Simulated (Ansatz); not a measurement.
Reactions of CH₅BFNO, SMILES `CNB(O)F`.

Isolated molecules relaxed with PBE0-D4/def2-TZVP in Ansatz; ΔE leaves out vibrations. CCSD(T)/CBS is the MP2 limit (def2-TZVPP, def2-QZVPP) plus CCSD(T) − MP2 in def2-TZVPP, frozen cores. This one scheme is used for every species. One conformer a species, not always the lowest.

```
                                                   reaction  MP2/CBS(def2) (eV)  HF/CBS(def2) (eV)
`CNB(O)F` + `O[SiH2][SiH2]S` → `O[SiH2]B(O)F` + `CN[SiH2]S`                0.68               0.67
                          `CNB(O)F` + CH₄ → `CNB(C)O` + H–F                1.37               1.73
                          `CNB(O)F` + H–F → `CNB(F)F` + H₂O               -0.29              -0.40
                              `CNB(O)F` + H₂ → `CNBO` + H–F                1.08               1.18
     `CNB(O)F` + `[NH2][AlH2]` → `OB(F)[NH][AlH2]` + CH₃NH₂                0.03              -0.02
                    `CNB(O)F` + SiH₄ → `CNB(F)[SiH3]` + H₂O                1.35               1.68
            `CNB(O)F` + acetic acid → `OB(O)F` + `CNC(C)=O`               -0.48              -0.43
            `CNB(O)F` + `[SiH3]Cl` → `CNB(F)[SiH2]Cl` + H₂O                1.21               1.57
                                      `CNB(O)F` → `NC(O)BF`                3.34               3.42
                     `CNB(O)F` + CH₃SH → `CSB(O)F` + CH₃NH₂                0.37               0.53
```

Question: Give the CCSD(T)/CBS values in the same order. (An estimate is asked.)

Answer: The calculation gave: 0.71, 1.40, -0.30, 1.08, 0.02, 1.32, -0.45, 1.18, 3.27, 0.40 eV.

Largest T1 diagnostic: 0.015, for `CC(=O)O`.
